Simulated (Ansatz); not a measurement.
Crystal: GaP.

```
CELL_PARAMETERS angstrom
0.00000 2.72525 2.72525
2.72525 0.00000 2.72525
2.72525 2.72525 0.00000
ATOMIC_POSITIONS crystal
Ga 0.00000 0.00000 0.00000
P 0.75000 0.75000 0.75000
```

Base run:

| Quantity | Value |
| --- | --- |
| Program | Ansatz 0.2.0 |
| Functional | PBE |
| Potentials or basis | all-electron LAPW, scalar-relativistic |
| Cutoff | 278 eV (chosen from the basis error) |
| Basis error allowed | 0.001 eV/atom |
| k mesh | 8 × 8 × 8 |
| Occupations | gaussian, width 0.026 eV |
| Spin | no spin polarisation |

Its results: band gap on the k mesh 1.64 eV, indirect (least direct gap 1.83 eV); pressure 2.5 GPa.

Question: The run is repeated on the same cell with these changes: functional from PBE to RPBE; occupations from gaussian, width 0.026 eV to gaussian, width 0.05 eV. What comes out?

Answer: Band gap on the k mesh 1.74 eV, indirect (least direct gap 1.96 eV); pressure 4.6 GPa.

A k mesh can miss the band edges.
